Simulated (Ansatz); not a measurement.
## PbS (rocksalt): the band gap by level of theory

All numbers come from the plane-wave code Ansatz. The values are computed, non-magnetic, and not measurements.

The cell is rocksalt PbS; cell and atoms were relaxed with r2SCAN. Pb is surrounded by 6 S at 2.99 Å; S is surrounded by 6 Pb at 2.99 Å.

Space group Fm-3m (No. 225). a = 5.974 Å, b = 5.974 Å, c = 5.974 Å, α = 90.00°, β = 90.00°, γ = 90.00°

| atom | site | symmetry | x | y | z |
| --- | --- | --- | --- | --- | --- |
| Pb | 4a | m-3m | 0.0000 | 0.0000 | 0.0000 |
| S | 4b | m-3m | 0.5000 | 0.0000 | 0.0000 |

Relaxed lattice by functional, symmetry kept:
```tsv
functional	k mesh	a (Å)	volume (Å³/atom)
PBE	8×8×8	6.008	27.10
r2SCAN	6×6×6	5.974	26.66
```

Gaps on the r2SCAN cell, each the least over its mesh and the special points:
```json
{"level": "PBE", "k mesh": "8×8×8", "gap (eV)": "0.43", "kind": "direct", "edges": "L", "least direct gap (eV)": "0.43", "rough cost": "2 core-seconds"}
{"level": "PBE+SOC", "k mesh": "8×8×8", "gap (eV)": "0.01", "kind": "direct", "edges": "L", "least direct gap (eV)": "0.01", "rough cost": "9 core-seconds"}
{"level": "r2SCAN", "k mesh": "8×8×8", "gap (eV)": "0.69", "kind": "direct", "edges": "L", "least direct gap (eV)": "0.69", "rough cost": "5 core-seconds"}
{"level": "HSE06", "k mesh": "6×6×6", "gap (eV)": "0.88", "kind": "direct", "edges": "L", "least direct gap (eV)": "0.88", "rough cost": "100 core-seconds"}
{"level": "PBE0", "k mesh": "6×6×6", "gap (eV)": "1.45", "kind": "direct", "edges": "L", "least direct gap (eV)": "1.45", "rough cost": "90 core-seconds"}
```
PBE, PBE+SOC: smearing of 0.02 eV; the others have fixed occupations.
Wave cutoffs: 420 eV, 500 eV (r2SCAN). Gaps under 0.1 eV (PBE+SOC) can't be told from a closed one: the bands may be in normal order or already inverted, which a gap's size doesn't show.
Costs come from shared machines and give only the order; PBE's includes the band path. The runs had 2 threads of Arm Neoverse V2, on a shared host.

The HSE06 gap is direct at L: 0.88 eV. Spin-orbit coupling changes the PBE gap by -0.42 eV, to 0.01 eV.

r2SCAN covers 58 % of the step from PBE to HSE06, while HSE06 needs about 22 times r2SCAN's cost (on a coarser mesh). Spin-orbit coupling moves the least or the direct gap by up to 0.42 eV, so it has to be included where a tenth of an eV counts. Among these functionals the gap stays direct.

r2SCAN (ground state on 6×6×6): ε∞: 13.96 in all directions. Born charges, averaged over directions: Pb +4.45, S -4.45 e.

Only the levels marked +SOC include spin-orbit coupling.

The meshes of the hybrids are coarse, so their gaps aren't converged to the digits shown.
